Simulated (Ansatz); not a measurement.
Crystal: CuO.

```xyz
2
Lattice="0.0000 2.3273 2.3273 2.3273 0.0000 2.3273 2.3273 2.3273 0.0000" Properties=species:S:1:pos:R:3 pbc="T T T"
Cu    0.0000    0.0000    0.0000
O     1.1636    1.1636    1.1636
```

Measurements of this composition are mostly on another form, of space group No. 15.

* Program: Ansatz 0.2.0
* Task: relaxation of cell and atoms
* Functional: PBEsol
* Potentials or basis: Ansatz PAW
* Cutoff: 420 eV (not typed: the program's choice for these potentials)
* k mesh: 10 × 10 × 10
* Occupations: fermi-dirac, width 0.05 eV
* Spin: no spin polarisation
* Hubbard terms: Cu d U = 5.3 eV

At the start: volume 12.60 Å³/atom.

How do energy, volume and symmetry change on relaxing?

It ends after 8 steps and the volume is 11.23 Å³/atom (-10.9 %); space group F-43m (No. 216, to 0.05 Å).

Step by step:
| step | energy change (eV) | largest force (eV/Å) | volume (Å³) |
| --- | --- | --- | --- |
| 1 | 0.0000 | 0.0000 | 25.21 |
| 2 | -0.0881 | 0.0000 | 23.91 |
| 3 | -0.1277 | 0.0000 | 22.22 |
| 4 | -0.1281 | 0.0000 | 22.56 |
| 5 | -0.1283 | 0.0000 | 22.53 |
| 6 | -0.1215 | 0.0000 | 22.53 |
| 7 | -0.1220 | 0.0000 | 22.45 |
| 8 | -0.1216 | 0.0000 | 22.45 |

Final structure:
```cif
data_structure
_symmetry_space_group_name_H-M 'P 1'
_symmetry_Int_Tables_number 1
_cell_length_a 3.1666
_cell_length_b 3.1666
_cell_length_c 3.1666
_cell_angle_alpha 60.000
_cell_angle_beta 60.000
_cell_angle_gamma 60.000
_cell_volume 22.45
loop_
_atom_site_label
_atom_site_type_symbol
_atom_site_fract_x
_atom_site_fract_y
_atom_site_fract_z
_atom_site_occupancy
Cu1 Cu 0.00000 0.00000 0.00000 1
O1 O 0.25000 0.25000 0.25000 1
```

Caveat: the plane-wave basis is chosen anew once the cell has moved, so the energies of steps on either side of that aren't comparable; the pressure holds a Pulay correction of +0.7 GPa for the finite cutoff; an odd number of electrons without spin polarisation forces a metal; a magnetic or distorted state may lie lower; the run has no spin polarisation, though such a crystal can be magnetic; U without spin polarisation on a metal has little footing; the PAW data sets come from PBE, with cores solved anew for the run's functional, which leaves a small shift of forces and pressure.
